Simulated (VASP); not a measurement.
ZnS: single point with r2SCAN

The system is ZnS.

```
Zn S
1.0
     1.90363    1.09906    9.35413
    -1.90363    1.09906    9.35413
     0.00000   -2.19812    9.35413
Zn S
3 3
Direct
  0.99998 0.99998 0.99998
  0.22228 0.22228 0.22228
  0.44458 0.44458 0.44458
  0.08326 0.08326 0.08326
  0.52783 0.52783 0.52783
  0.30539 0.30539 0.30539
```

Measurements of this composition are mostly on another form, of space group No. 216.

* Program: VASP 6.6.1
* Task: single point
* Functional: r2SCAN
* Potentials or basis: VASP PAW PBE potentials, release 64 (Zn, S)
* Cutoff: 520 eV
* k mesh: 6 × 6 × 6
* Occupations: gaussian, width 0.05 eV
* Spin: no spin polarisation
* Dipole correction: no
* Further INCAR settings: ALGO = Normal; EDIFF = 1e-06; NBANDS = 36

```yaml
Pressure: 0.1 GPa
Largest_force: 0.006 eV/Å
Band_gap_on_the_k_mesh: 2.76 eV, direct
```

Forces in eV/Å, atoms in the order of the input:
```
Zn   0.000  0.000 -0.004
Zn   0.000  0.000 -0.004
Zn   0.000  0.000 -0.006
S    0.000  0.000  0.004
S    0.000  0.000  0.005
S    0.000  0.000  0.006
```

Levels at points of the mesh, in eV from the valence-band top:
```csv
k point,band 24,band 25,band 26,band 27,band 28,band 29,band 30,band 31
"(0.00, 0.00, 0.00)",-0.70,-0.06,0.00,0.00,2.76,3.85,4.00,6.82
"(0.50, 0.00, 0.00)",-2.00,-1.99,-1.33,-0.91,3.74,4.31,4.49,5.33
"(0.50, 0.50, 0.00)",-1.91,-1.31,-1.31,-1.30,3.76,4.02,4.74,5.37
"(0.50, 0.50, 0.50)",-0.26,-0.26,-0.24,-0.24,3.68,3.84,3.99,6.77
```

It took 41 min on 1 thread of Intel(R) Xeon(R) Platinum 8488C (Sapphire Rapids) (shared host), peak memory 0.85 GiB.

Caveat: the PAW data sets were made with another functional, which shifts forces and pressure a little. A k mesh can miss the band edges.
